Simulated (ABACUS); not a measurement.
Crystal: W.

```
CELL_PARAMETERS angstrom
-1.58234 1.58234 1.58234
1.58234 -1.58234 1.58234
1.58234 1.58234 -1.58234
ATOMIC_POSITIONS crystal
W 0.00000 0.00000 0.00000
```

```yaml
Program: ABACUS 3.10.1
Task: relaxation of cell and atoms
Functional: AM05
Potentials_or_basis: SG15 ONCV 1.2 PBE
Cutoff: 1007 eV
Density_cutoff: 4027 eV
Basis: plane waves
k_mesh: 10 × 10 × 10
Occupations: fermi-dirac, width 0.05 eV
Spin: no spin polarisation
```

At the start: pressure -5.3 GPa; volume 15.85 Å³/atom.

Question: Where does the relaxation end?

Answer: Over 6 steps the energy falls by 4.5 meV/atom and the volume is 15.58 Å³/atom (-1.7 %); space group Im-3m (No. 229, to 0.05 Å).

Step by step:
```
step  energy change (eV)  largest force (eV/Å)  pressure (GPa)  volume (Å³)
   1              0.0000                0.0000           -5.32        15.85
   2              0.0617                0.0000           23.58        14.63
   3             -0.0045                0.0000           -0.27        15.59
   4             -0.0045                0.0000            0.16        15.58
   5             -0.0045                0.0000           -0.54        15.61
   6             -0.0045                0.0000           -0.01        15.58
```

Final structure:
```cif
data_structure
_symmetry_space_group_name_H-M 'P 1'
_symmetry_Int_Tables_number 1
_cell_length_a 2.7253
_cell_length_b 2.7253
_cell_length_c 2.7253
_cell_angle_alpha 109.471
_cell_angle_beta 109.471
_cell_angle_gamma 109.471
_cell_volume 15.58
loop_
_atom_site_label
_atom_site_type_symbol
_atom_site_fract_x
_atom_site_fract_y
_atom_site_fract_z
_atom_site_occupancy
W1 W 0.00000 0.00000 0.00000 1
```

Caveat: the potentials were made for another functional, which shifts forces and pressure.
